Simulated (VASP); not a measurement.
Write the native input for VASP 6.6.1 that does the following.

```
Task                   : relaxation of cell and atoms
Functional             : PBE
Potentials or basis    : VASP PAW PBE potentials, release 64 (Se, Pt)
Cutoff                 : 600 eV
k mesh                 : 9 × 9 × 1
Occupations            : gaussian, width 0.03 eV
Spin                   : no spin polarisation
Further INCAR settings : ALGO = Normal; EDIFF = 1e-06; IBRION = 2; EDIFFG = -0.01; NSW = 90; ISIF = 3
```

The structure of PtSe2 lies in POSCAR:

```
PtSe2
1.0
    3.7240000000      0.0000000000      0.0000000000
   -1.8620000000      3.2250786000      0.0000000000
    0.0000000000      0.0000000000     20.5310000000
Se Pt
2 1
Direct
    0.6666666700      0.3333333300      0.4383615000
    0.3333333300      0.6666666700      0.5616385000
    0.0000000000      0.0000000000      0.5000000000
```

These files were run (other wordings do the same):

INCAR

```
SYSTEM = PtSe2
  PREC = Accurate
  ENCUT = 600
  EDIFF = 1E-6
  ISMEAR = 0
  SIGMA = 0.03
  LREAL = .FALSE.
  LASPH = .TRUE.
  NELM = 80
  ALGO = Normal
  ISIF = 3
  LWAVE = .FALSE.
  LCHARG = .FALSE.
  GGA = PE
  IBRION = 2
  NSW = 90
  EDIFFG = -0.01
  LATTICE_CONSTRAINTS = .TRUE. .TRUE. .FALSE.
  KPAR = 2
```

KPOINTS

```
regular mesh
0
G
  9 9 1
  0 0 0
```

Potentials or basis: VASP PAW PBE potentials, release 64 (Se, Pt).

The run is started by

```console
$ cat potpaw_PBE.64/Se/POTCAR potpaw_PBE.64/Pt/POTCAR > POTCAR
$ mpirun -np 2 vasp_std > vasp.out
```

It gave:

```
Relaxed volume                         : 83.24 Å³/atom
Relaxed cell                           : a = 3.748 Å, b = 3.748 Å, c = 20.531 Å, α = 90.00°, β = 90.00°, γ = 120.00°
Space group after relaxing (to 0.05 Å) : P-3m1 (No. 164)
Energy gained by relaxing              : 13.2 meV/atom
Ionic steps                            : 9
Band gap on the k mesh                 : 1.38 eV, indirect (least direct gap 1.50 eV)
```

Caveat: spin-orbit coupling is left out, which moves the levels of the heavy elements.

Run time: 6.2 min on 2 MPI ranks on Intel(R) Xeon(R) Platinum 8175M CPU @ 2.50GHz (Skylake/Cascade Lake), on a shared host, peak memory 0.44 GiB a rank.
